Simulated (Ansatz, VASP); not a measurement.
# SnO2: VASP beside Ansatz

```xyz
6
Lattice="4.8795 0.0000 0.0000 0.0000 4.8795 0.0000 0.0000 0.0000 3.1864" Properties=species:S:1:pos:R:3 pbc="T T T"
Sn    0.0000    0.0000    0.0000
Sn    2.4397    2.4397    1.5932
O     1.4913    1.4913    0.0000
O     0.9485    3.9310    1.5932
O     3.3882    3.3882    0.0000
O     3.9310    0.9485    1.5932
```

Change from the starting cell: equal xx and yy strain of +3 %.

Alike in both runs: task single point; functional LDA; k mesh 4 × 4 × 6; occupations fermi-dirac, width 0.03 eV; no spin polarisation.

|  | VASP | Ansatz |
| --- | --- | --- |
| version | VASP 6.6.1 | Ansatz 0.2.0 |
| potentials or method | VASP PAW LDA potentials, release 64 (Sn_d, O), cutoff 520 eV | all-electron LAPW, scalar-relativistic |

Ansatz gave:

| Quantity | Value |
| --- | --- |
| pressure (GPa) | -10.7 |
| largest component of the traceless stress (GPa) | 2.22 |
| rms of the force components (eV/Å) | 0.112 |

**Question.** Estimate VASP's values.

**Answer.** Pressure (GPa): -9.9; largest component of the traceless stress (GPa): 2.53; rms of the force components (eV/Å): 0.098.

Atom by atom the forces differ by 0.014 eV/Å (rms over components). Ansatz ran all-electron here, so the differences hold the error of VASP's frozen core and of both bases.
